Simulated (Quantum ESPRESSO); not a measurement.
# Al: phonons at M under several settings

```
CELL_PARAMETERS angstrom
2.72176 0.00000 0.00000
0.00000 2.72176 0.00000
0.00000 0.00000 2.72176
ATOMIC_POSITIONS crystal
Al 0.00000 0.00000 0.00000
```

The cell was built by a generator and needn't be a form met in nature.

All runs used Quantum ESPRESSO 7.5; potentials PseudoDojo 0.4.1 SR LDA standard; k mesh 10 × 10 × 10; no spin polarisation; cutoff 599 eV; occupations cold, width 0.2 eV.

| level | geometry | volume (Å³/atom) | pressure (GPa) | frequencies (cm⁻¹) |
| --- | --- | --- | --- | --- |
| LDA | relaxed at 0 GPa | 19.35 | 0.0 | 156i 305 305 |
| LDA | relaxed at 2 GPa | 18.74 | 2.0 | 169i 323 323 |
| LDA | relaxed at 5 GPa | ? | 5.0 | ? |
| LDA | relaxed at 10 GPa | 17.04 | 10.0 | 210i 378 378 |
| LDA | relaxed at 15 GPa | 16.29 | 15.0 | 230i 406 406 |

What stands in the row left open?

Volume 17.99 Å³/atom; frequencies 186i 346 346 cm⁻¹.

Values marked i are imaginary: the cell is unstable against those modes at that level, or the meshes are too thin.

Caveats: the mesh is thin for the phonons of a metal; some modes are imaginary; the cell is more than 3 GPa from zero pressure, which shifts response properties (some runs); the volume moved by over 15 % at a fixed basis, so the end points are rough (some runs).

For the row left open. Caveat: the mesh is thin for the phonons of a metal; some modes are imaginary; the cell is more than 3 GPa from zero pressure, which shifts response properties.
